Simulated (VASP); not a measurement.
Here is a VASP 6.6.1 calculation.

The input POSCAR:

```
BaTiO3                                  
1.0
    3.9671431896      0.0000000000      0.0000000000
    0.0000000000      3.9671431896      0.0000000000
    0.0000000000     -0.0000000000      4.0656697611
  Ba              Ti              O             
     1     1     3
Direct
     0.0000000000000000    0.0000000000000000    0.9986017527506281
     0.5000000000000000    0.5000000000000000    0.4819255316800069
     0.5000000000000000    0.5000000000000000    0.0291005564017098
     0.5000000000000000    0.0000000000000000    0.5166860795838343
     1.0000000000000000    0.5000000000000000    0.5166860795838343
```

File INCAR.step1:

```
ALGO = Normal
EDIFF = 1E-5
ENCUT = 520
GGA = PE
ISIF = 2
ISMEAR = 0
KPAR = 4
LASPH = True
LCHARG = False
LMAXMIX = 4
LREAL = False
LWAVE = True
NBANDS = 28
NELM = 80
PREC = Accurate
SIGMA = 0.03
```

The input INCAR.step2:

```
ALGO = Normal
EDIFF = 1E-6
ENCUT = 520
GGA = PE
HFSCREEN = 0.2
ISIF = 2
ISMEAR = 0
ISTART = 1
KPAR = 4
LASPH = True
LCHARG = False
LHFCALC = True
LMAXMIX = 4
LREAL = False
LWAVE = False
NBANDS = 28
NELM = 80
PREC = Accurate
PRECFOCK = Fast
SIGMA = 0.03
```

Contents of KPOINTS:

```
k-points
0
Gamma
  4 4 4
```

KPOINTS_OPT

```
explicit points
6
Reciprocal
 0.0000000000  0.0000000000  0.0000000000 1
 0.5000000000  0.5000000000  0.5000000000 1
 0.5000000000  0.5000000000  0.0000000000 1
 0.0000000000  0.5000000000  0.5000000000 1
 0.0000000000  0.5000000000  0.0000000000 1
 0.0000000000  0.0000000000  0.5000000000 1
```

Potentials or basis: VASP PAW PBE potentials, release 64 (Ba_sv, Ti_sv, O).

Command:

```console
$ cat potpaw_PBE.64/Ba_sv/POTCAR potpaw_PBE.64/Ti_sv/POTCAR potpaw_PBE.64/O/POTCAR > POTCAR
$ cp INCAR.step1 INCAR
$ mpirun -np 4 vasp_std > vasp.out
$ cp INCAR.step2 INCAR
$ mpirun -np 4 vasp_std > vasp.out
```

(1) Predict the band gap along the path.

(2) Predict the largest force.

Answers

(1) 3.27 eV, indirect (least direct gap 3.67 eV).

(2) 0.295 eV/Å.

Caveat: the PAW data sets were made with another functional, which shifts forces and pressure a little; spin-orbit coupling is left out, which moves the levels of the heavy elements.
